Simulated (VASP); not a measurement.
# Mn (Im-3m) in VASP: further runs

One crystal, Mn, is run at these levels: SCAN+U, PBE+ULG; tasks: core levels, band structure.

Everything below comes from runs of VASP 6.6.1. Logs are shortened: lines on timing, memory, paths and dates and some standing lists are left out, and cuts for length are marked.

### 1 The crystal as given

It takes space group Im-3m (No. 229, cubic). The conventional cell has a = 3.081 Å, b = 3.081 Å, c = 3.081 Å, α = 90.00°, β = 90.00°, γ = 90.00°. Mn (site symmetry m-3m) has 8 Mn at 2.67 Å as nearest neighbours.

This isn't the form of Mn at room conditions, which is a 58-atom cubic cell.

### 2 Core levels, SCAN+U, collinear spin, antiferromagnetic start (cell strained at random at fixed volume)

Contents of INCAR:

```
SYSTEM = Mn
PREC     = Accurate       ! precision mode
ENCUT    = 520            ! plane-wave cutoff, eV
EDIFF    = 1E-6           ! SCF threshold, eV
ISMEAR   = 1              ! smearing method
SIGMA    = 0.1            ! smearing width, eV
LREAL    = .False.        ! projectors in reciprocal space
LASPH    = .True.         ! aspherical terms in the spheres
NELM     = 150            ! most SCF steps
ALGO     = Normal         ! electronic algorithm
ISIF     = 2              ! what is computed and relaxed
LWAVE    = .False.        ! write WAVECAR
LCHARG   = .False.        ! write CHGCAR
ISPIN    = 2              ! spin polarisation
MAGMOM   = 4 -4           ! initial moments
LORBIT   = 11             ! projections on sites
LMAXMIX  = 4              ! l up to which the mixer works
LDAU     = .True.         ! DFT+U
LDAUTYPE = 2            
LDAUL    = 2              ! shell
LDAUU    = 3              ! U, eV
LDAUJ    = 0            
LDAUPRINT= 1            
METAGGA  = SCAN           ! meta-GGA
LMIXTAU  = .True.       
ICORELEVEL= 1
```

Contents of KPOINTS:

```
Automatic mesh
0
Gamma
  9 9 9
  0 0 0
```

Contents of POSCAR:

```
Mn
3.1008
    0.999801019092      0.017492905057     -0.010747226522
    0.017492905057      0.994265028380     -0.008545214138
   -0.010747226522     -0.008545214138      0.987309726522
Mn
2
Direct
    0.9978570000      0.0226580000      0.9984330000
    0.4978570000      0.5226580000      0.4984330000
```

Potentials or basis: VASP PAW PBE potentials, release 64 (Mn_pv).

Launch:

```console
cat potpaw_PBE.64/Mn_pv/POTCAR > POTCAR
mpirun -np 1 vasp_std > vasp.out
```

OUTCAR:

```text
SYSTEM = Mn
   PREC = Accurate
   ENCUT = 520
   EDIFF = 1E-6
   ISMEAR = 1
   LREAL = .False.
   LASPH = .True.
   NELM = 150
   ISIF = 2
   ISPIN = 2
   LORBIT = 11
   METAGGA = SCAN

 ion  position               nearest neighbor table
   1  0.998  0.023  0.998-   2 2.63   2 2.63   2 2.64   2 2.64   2 2.67   2 2.67   2 2.73   2 2.73

   2  0.498  0.523  0.498-   1 2.63   1 2.63   1 2.64   1 2.64   1 2.67   1 2.67   1 2.73   1 2.73

  LATTYP: Found a triclinic cell.
 ALAT       =     3.0836079692
 B/A-ratio  =     1.3968700603
 C/A-ratio  =     1.7080631141
 COS(alpha) =     0.0002138171
 COS(beta)  =     0.5748894771
 COS(gamma) =     0.7034924764

  Lattice vectors:

 A1 = (  -0.0542420000,  -3.0830170000,   0.0264970000)
 A2 = (  -0.0209170000,  -3.0565200000,  -3.0349530000)
 A3 = (   3.0126160000,  -3.0552720000,   3.0546220000)

Analysis of symmetry for initial positions (statically):
=====================================================================
 Subroutine PRICEL returns following result:

  LATTYP: Found a triclinic cell.
 ALAT       =     2.6334985153
 B/A-ratio  =     1.1626154379
 C/A-ratio  =     1.1709169196
 COS(alpha) =     0.0174360389
 COS(beta)  =     0.5748894771
 COS(gamma) =     0.5786935820
[... 12 lines left out ...]
 Subroutine GETGRP returns: Found  2 space group operations
 (whereof  1 operations were pure point group operations)
 out of a pool of  2 trial point group operations.

The static configuration has the point symmetry C_1 .
 The point group associated with its full space group is S_2 .

Analysis of symmetry for dynamics (positions and initial velocities):
=====================================================================
 Subroutine PRICEL returns following result:

  LATTYP: Found a triclinic cell.
 ALAT       =     2.6334985153
 B/A-ratio  =     1.1626154379
 C/A-ratio  =     1.1709169196
 COS(alpha) =     0.0174360389
 COS(beta)  =     0.5748894771
 COS(gamma) =     0.5786935820
[... 12 lines left out ...]
 Subroutine GETGRP returns: Found  2 space group operations
 (whereof  1 operations were pure point group operations)
 out of a pool of  2 trial point group operations.

The dynamic configuration has the point symmetry C_1 .
 The point group associated with its full space group is S_2 .

Analysis of structural, dynamic, and magnetic symmetry:
=====================================================================
 Subroutine PRICEL returns following result:
[... 239 lines left out ...]
  o =  0.8860  v =  0.0000  0.0000  0.0000  0.0000  0.0000  0.0999  0.4904 -0.0004 -0.8657 -0.0042      0.0000  0.0000  0.0000  0.0000  0.0000  0.0000  0.0000  0.0000  0.0000  0.0000
  o =  0.8869  v =  0.0000  0.0000  0.0000  0.0000  0.0000  0.1673 -0.8660  0.0010 -0.4713 -0.0008      0.0000  0.0000  0.0000  0.0000  0.0000  0.0000  0.0000  0.0000  0.0000  0.0000
  o =  0.9108  v =  0.0000  0.0000  0.0000  0.0000  0.0000 -0.0152 -0.0000  0.9453 -0.0038  0.3258      0.0000  0.0000  0.0000  0.0000  0.0000  0.0000  0.0000  0.0000  0.0000  0.0000
  o =  0.9111  v =  0.0000  0.0000  0.0000  0.0000  0.0000  0.0048  0.0013 -0.3257 -0.0031  0.9454      0.0000  0.0000  0.0000  0.0000  0.0000  0.0000  0.0000  0.0000  0.0000  0.0000

 number of electron      25.9999984 magnetization       0.0000000

 Free energy of the ion-electron system (eV)
  ---------------------------------------------------
  ext. energy  EPLUGINS =         0.00000000
  ---------------------------------------------------
  free energy    TOTEN  =       -34.24364643 eV

  energy without entropy =      -34.24459793  energy(sigma->0) =      -34.24396359

 the core state eigenenergies are
   1-  1s  -6467.2312  2s   -747.0608  2p   -634.5889  3s    -78.1526
   2-  1s  -6467.2312  2s   -747.0608  2p   -634.5889  3s    -78.1526

 E-fermi :   8.4606     XC(G=0): -13.2995

 val. band max:        8.4237116338   @ k =  -0.3333   0.3333  -0.0000
 cond. band min:       8.4996794981   @ k =   0.3333   0.0000   0.3333
 fundamental gap:      0.0759678643
 Fermi energy:         8.4605824637

 spin component 1

 k-point     1 :       0.0000    0.0000    0.0000
  band No.  band energies     occupation
      1     -45.0478      1.00000
      2     -45.0430      1.00000
      3     -45.0398      1.00000
      4     -39.2283      1.00000
      5     -39.2125      1.00000
      6     -39.1917      1.00000
[... 272 lines left out ...]
 k-point    15 :       0.0000    0.2222   -0.0000
  band No.  band energies     occupation
      1     -45.0601      1.00000
      2     -45.0442      1.00000
      3     -45.0382      1.00000
      4     -39.2413      1.00000
      5     -39.2158      1.00000

------------------------ aborting loop because EDIFF is reached ----------------------------------------

  FORCE on cell =-STRESS in cart. coord.  units (eV):
  Direction    XX          YY          ZZ          XY          YZ          ZX
  --------------------------------------------------------------------------------------
  -------------------------------------------------------------------------------------
  Total        3.2858719      3.3837810      3.5451343     -0.7732132      0.3606509      0.4450377
  in kB      180.0056888    185.3693175    194.2085284    -42.3579427     19.7570761     24.3799287
  external PRESSURE =     186.5278449 kB  Pullay stress =       0.0000000 kB

 VOLUME and BASIS-vectors are now :
 -----------------------------------------------------------------------------
  energy-cutoff  :      520.00
  volume of cell :       29.25
      direct lattice vectors                 reciprocal lattice vectors
     3.100183000  0.054242000 -0.033325000     0.322697652 -0.005647710  0.003463800
     0.054242000  3.083017000 -0.026497000    -0.005647710  0.324480575  0.002746918
    -0.033325000 -0.026497000  3.061450000     0.003463800  0.002746918  0.326704083

 POSITION                                       TOTAL-FORCE (eV/Angst)
 -----------------------------------------------------------------------------------
      3.06150      0.09753      3.02280         0.000000     -0.000000      0.000000
      1.55519      1.62516      1.49549        -0.000000      0.000000     -0.000000
 -----------------------------------------------------------------------------------
    total drift:                               -0.002775      0.000584      0.000107

  FREE ENERGIE OF THE ION-ELECTRON SYSTEM (eV)
  ---------------------------------------------------
  free  energy   TOTEN  =       -34.2436464251 eV

  energy  without entropy=      -34.2445979325  energy(sigma->0) =      -34.24396359

 total charge

# of ion       s       p       d       tot
------------------------------------------
    1        0.409   6.336   4.812  11.557
    2        0.409   6.336   4.812  11.557
--------------------------------------------------
tot          0.817  12.672   9.625  23.114

 magnetization (x)

# of ion       s       p       d       tot
------------------------------------------
    1        0.102   0.090   4.120   4.312
    2       -0.102  -0.090  -4.120  -4.312
--------------------------------------------------
tot          0.000   0.000   0.000   0.000
```

stdout:

```text
POSCAR found type information on POSCAR Mn
 POSCAR found :  1 types and       2 ions
 scaLAPACK will be used
 -----------------------------------------------------------------------------
|                                                                             |
|                                                                             |
|     You enforced a specific xc type in the INCAR file but a different       |
|     I HOPE YOU KNOW WHAT YOU ARE DOING!                                     |
|                                                                             |
 -----------------------------------------------------------------------------

 LDA part: xc-table for (None), standard interpolation
 POSCAR, INCAR and KPOINTS ok, starting setup
 FFT: planning ... GRIDC
 FFT: planning ... GRID_SOFT
 FFT: planning ... GRID
 WAVECAR not read
 entering main loop
```

Run time: 9.4 min. Hardware: 1 thread of Intel Xeon Platinum 8559C (Emerald Rapids), shared host; peak memory 0.35 GiB.

What came out:

```
Free energy                                           : -34.2436 eV
Pressure                                              : 18.7 GPa
Band gap on the k mesh                                : none (metal or under the smearing width)
Net moment                                            : 0.00 μB per cell
Site moments                                          : Mn +4.31, -4.31 μB
Valence electrons inside the program's atomic spheres : Mn 11.56
```

Stress tensor (GPa, compression positive):
```
18.00 -4.24  2.44
-4.24 18.54  1.98
 2.44  1.98 19.42
```

Levels at points of the mesh, in eV from the Fermi level:
Spin up:
| k point | band 10 | band 11 | band 12 | band 13 | band 14 | band 15 | band 16 | band 17 |
| --- | --- | --- | --- | --- | --- | --- | --- | --- |
| (0.00, 0.00, 0.00) | -4.75 | -4.74 | -4.65 | 1.56 | 1.58 | 3.25 | 3.26 | 3.29 |
Spin down:
| k point | band 10 | band 11 | band 12 | band 13 | band 14 | band 15 | band 16 | band 17 |
| --- | --- | --- | --- | --- | --- | --- | --- | --- |
| (0.00, 0.00, 0.00) | -4.75 | -4.74 | -4.65 | 1.56 | 1.58 | 3.25 | 3.26 | 3.29 |

Eigenvalues of the final occupation matrices:
```tsv
site	spin	trace	eigenvalues
site 1 d	1	4.48	0.89 0.89 0.89 0.91 0.91
site 1 d	2	0.35	0.04 0.04 0.09 0.09 0.10
site 2 d	1	0.35	0.04 0.04 0.09 0.09 0.10
site 2 d	2	4.48	0.89 0.89 0.89 0.91 0.91
```

Core levels (eV, on the scale of the bands):
```
atom                                      levels
1 Mn  1s -6467.2, 2s -747.1, 2p -634.6, 3s -78.2
2 Mn  1s -6467.2, 2s -747.1, 2p -634.6, 3s -78.2
```

Caveat: the PAW data sets were made with another functional, which shifts forces and pressure a little; the U is typed as a test and isn't derived for this compound.

### 3 Band structure, PBE+ULG, collinear spin, ferromagnetic start

Contents of Mn.cif:

```cif
data_Mn
_cell_length_a 3.08100000
_cell_length_b 3.08100000
_cell_length_c 3.08100000
_cell_angle_alpha 90.00000000
_cell_angle_beta 90.00000000
_cell_angle_gamma 90.00000000
_space_group_name_H-M_alt 'Im-3m'
_space_group_name_Hall '-I 4 2 3'
_space_group_IT_number 229
loop_
_space_group_symop_operation_xyz
'x,y,z'
'-x,-y,-z'
'-y,x,z'
'y,-x,-z'
'-x,-y,z'
'x,y,-z'
'y,-x,z'
'-y,x,-z'
'x,-y,-z'
'-x,y,z'
'-y,-x,-z'
'y,x,z'
'-x,y,-z'
'x,-y,z'
'y,x,-z'
'-y,-x,z'
'z,x,y'
'-z,-x,-y'
'z,-y,x'
'-z,y,-x'
'z,-x,-y'
'-z,x,y'
'z,y,-x'
'-z,-y,x'
'-z,x,-y'
'z,-x,y'
'-z,-y,-x'
'z,y,x'
'-z,-x,y'
'z,x,-y'
'-z,y,x'
'z,-y,-x'
'y,z,x'
'-y,-z,-x'
'x,z,-y'
'-x,-z,y'
'-y,z,-x'
'y,-z,x'
'-x,z,y'
'x,-z,-y'
'-y,-z,x'
'y,z,-x'
'-x,-z,-y'
'x,z,y'
'y,-z,-x'
'-y,z,x'
'x,-z,y'
'-x,z,-y'
'x+1/2,y+1/2,z+1/2'
'-x+1/2,-y+1/2,-z+1/2'
'-y+1/2,x+1/2,z+1/2'
'y+1/2,-x+1/2,-z+1/2'
'-x+1/2,-y+1/2,z+1/2'
'x+1/2,y+1/2,-z+1/2'
'y+1/2,-x+1/2,z+1/2'
'-y+1/2,x+1/2,-z+1/2'
'x+1/2,-y+1/2,-z+1/2'
'-x+1/2,y+1/2,z+1/2'
'-y+1/2,-x+1/2,-z+1/2'
'y+1/2,x+1/2,z+1/2'
'-x+1/2,y+1/2,-z+1/2'
'x+1/2,-y+1/2,z+1/2'
'y+1/2,x+1/2,-z+1/2'
'-y+1/2,-x+1/2,z+1/2'
'z+1/2,x+1/2,y+1/2'
'-z+1/2,-x+1/2,-y+1/2'
'z+1/2,-y+1/2,x+1/2'
'-z+1/2,y+1/2,-x+1/2'
'z+1/2,-x+1/2,-y+1/2'
'-z+1/2,x+1/2,y+1/2'
'z+1/2,y+1/2,-x+1/2'
'-z+1/2,-y+1/2,x+1/2'
'-z+1/2,x+1/2,-y+1/2'
'z+1/2,-x+1/2,y+1/2'
'-z+1/2,-y+1/2,-x+1/2'
'z+1/2,y+1/2,x+1/2'
'-z+1/2,-x+1/2,y+1/2'
'z+1/2,x+1/2,-y+1/2'
'-z+1/2,y+1/2,x+1/2'
'z+1/2,-y+1/2,-x+1/2'
'y+1/2,z+1/2,x+1/2'
'-y+1/2,-z+1/2,-x+1/2'
'x+1/2,z+1/2,-y+1/2'
'-x+1/2,-z+1/2,y+1/2'
'-y+1/2,z+1/2,-x+1/2'
'y+1/2,-z+1/2,x+1/2'
'-x+1/2,z+1/2,y+1/2'
'x+1/2,-z+1/2,-y+1/2'
'-y+1/2,-z+1/2,x+1/2'
'y+1/2,z+1/2,-x+1/2'
'-x+1/2,-z+1/2,-y+1/2'
'x+1/2,z+1/2,y+1/2'
'y+1/2,-z+1/2,-x+1/2'
'-y+1/2,z+1/2,x+1/2'
'x+1/2,-z+1/2,y+1/2'
'-x+1/2,z+1/2,-y+1/2'
loop_
_atom_site_label
_atom_site_type_symbol
_atom_site_symmetry_multiplicity
_atom_site_Wyckoff_symbol
_atom_site_fract_x
_atom_site_fract_y
_atom_site_fract_z
_atom_site_occupancy
Mn1 Mn 2 a 0.0000000000 0.0000000000 0.0000000000 1
```

Contents of POSCAR:

```
Mn
 1.0000000000000000
     3.0810000000000000    0.0000000000000000    0.0000000000000000
     0.0000000000000000    3.0810000000000000    0.0000000000000000
     0.0000000000000000    0.0000000000000000    3.0810000000000000
 Mn 
   2
Cartesian
  0.0000000000000000  0.0000000000000000  0.0000000000000000
  1.5405000000000000  1.5405000000000000  1.5405000000000000
```

Contents of INCAR.step1:

```
SYSTEM = Mn
PREC = Accurate
ENCUT = 600
EDIFF = 1E-6
ISMEAR = 0
SIGMA = 0.05
LREAL = .FALSE.
LASPH = .TRUE.
NELM = 120
ALGO = Normal
ISIF = 2
LWAVE = .FALSE.
LCHARG = .TRUE.
ISPIN = 2
MAGMOM = 4 4
LORBIT = 11
LMAXMIX = 4
GGA = PE
IVDW = 3
NBANDS = 26
```

Contents of KPOINTS.step1:

```
Automatic mesh
0
G
  9 9 9
  0 0 0
```

Contents of INCAR.step2:

```
SYSTEM = Mn
PREC = Accurate
ENCUT = 600
EDIFF = 1E-6
ISMEAR = 0
SIGMA = 0.05
LREAL = .FALSE.
LASPH = .TRUE.
NELM = 120
ALGO = Normal
ISIF = 2
LWAVE = .FALSE.
LCHARG = .FALSE.
ISPIN = 2
MAGMOM = 4 4
LORBIT = 11
LMAXMIX = 4
GGA = PE
IVDW = 3
NBANDS = 26
ICHARG = 11
```

Contents of KPOINTS.step2:

```
path GXMGRX,MR
15
line-mode
reciprocal
 0.0000000000  0.0000000000  0.0000000000  G
 0.0000000000  0.5000000000  0.0000000000  X

 0.0000000000  0.5000000000  0.0000000000  X
 0.5000000000  0.5000000000  0.0000000000  M

 0.5000000000  0.5000000000  0.0000000000  M
 0.0000000000  0.0000000000  0.0000000000  G

 0.0000000000  0.0000000000  0.0000000000  G
 0.5000000000  0.5000000000  0.5000000000  R

 0.5000000000  0.5000000000  0.5000000000  R
 0.0000000000  0.5000000000  0.0000000000  X

 0.5000000000  0.5000000000  0.0000000000  M
 0.5000000000  0.5000000000  0.5000000000  R
```

Potentials or basis: VASP PAW PBE potentials, release 64 (Mn_sv_GW).

Launch:

```console
ase convert -i cif -o vasp Mn.cif POSCAR
cat potpaw_PBE.64/Mn_sv_GW/POTCAR > POTCAR
cp INCAR.step1 INCAR
cp KPOINTS.step1 KPOINTS
mpirun -np 1 vasp_std > vasp.out
cp INCAR.step2 INCAR
cp KPOINTS.step2 KPOINTS
mpirun -np 1 vasp_std > vasp.out
```

Run time: 5 min. Hardware: 1 thread of Intel Xeon Platinum 8375C at 2.90GHz (Ice Lake), shared host; peak memory 0.27 GiB.

Results (log left out):

- Band gap along the path: none (metal or under the smearing width)
- Net moment: 4.56 μB per cell
- Dispersion energy per atom: -0.005 eV

Levels at the corners of the path, in eV from the Fermi level:
Spin up:
| point | band 15 | band 16 | band 17 | band 18 | band 19 | band 20 | band 21 | band 22 |
| --- | --- | --- | --- | --- | --- | --- | --- | --- |
| Γ | -0.40 | -0.40 | 0.58 | 0.58 | 0.58 | 8.36 | 8.36 | 8.36 |
| X | -1.07 | -1.07 | -0.44 | -0.44 | 0.51 | 0.51 | 14.48 | 14.48 |
| X | -1.07 | -1.07 | -0.44 | -0.44 | 0.51 | 0.51 | 14.48 | 14.48 |
| M | -0.25 | -0.25 | 0.58 | 0.58 | 0.81 | 0.81 | 6.19 | 6.19 |
| M | -0.25 | -0.25 | 0.58 | 0.58 | 0.81 | 0.81 | 6.19 | 6.19 |
| Γ | -0.40 | -0.40 | 0.58 | 0.58 | 0.58 | 8.36 | 8.36 | 8.36 |
| Γ | -0.40 | -0.40 | 0.58 | 0.58 | 0.58 | 8.36 | 8.36 | 8.36 |
| R | -0.22 | -0.22 | -0.22 | -0.22 | 7.54 | 7.54 | 7.54 | 7.54 |
| R | -0.22 | -0.22 | -0.22 | -0.22 | 7.54 | 7.54 | 7.54 | 7.54 |
| X | -1.07 | -1.07 | -0.44 | -0.44 | 0.51 | 0.51 | 14.48 | 14.48 |
| M | -0.25 | -0.25 | 0.58 | 0.58 | 0.81 | 0.81 | 6.19 | 6.19 |
| R | -0.22 | -0.22 | -0.22 | -0.22 | 7.54 | 7.54 | 7.54 | 7.54 |
Spin down:
```
point  band 10  band 11  band 12  band 13  band 14  band 15
    Γ    -1.73    -1.73     0.48     0.48     0.48     2.20
    X    -3.12     0.16     0.16     0.77     0.77     0.77
    X    -3.12     0.16     0.16     0.77     0.77     0.77
    M    -2.42    -0.59    -0.59     0.80     0.80     2.07
    M    -2.42    -0.59    -0.59     0.80     0.80     2.07
    Γ    -1.73    -1.73     0.48     0.48     0.48     2.20
    Γ    -1.73    -1.73     0.48     0.48     0.48     2.20
    R    -0.85    -0.85    -0.85    -0.85    -0.85     2.46
    R    -0.85    -0.85    -0.85    -0.85    -0.85     2.46
    X    -3.12     0.16     0.16     0.77     0.77     0.77
    M    -2.42    -0.59    -0.59     0.80     0.80     2.07
    R    -0.85    -0.85    -0.85    -0.85    -0.85     2.46
```

Caveat: the log is that of the step along the path at fixed density, whose energy, stress, charges and moments have no meaning; atom-pairwise D2, TS and ULG terms overbind metals; pairwise dispersion overbinds metals, which lowers pressure and volume.
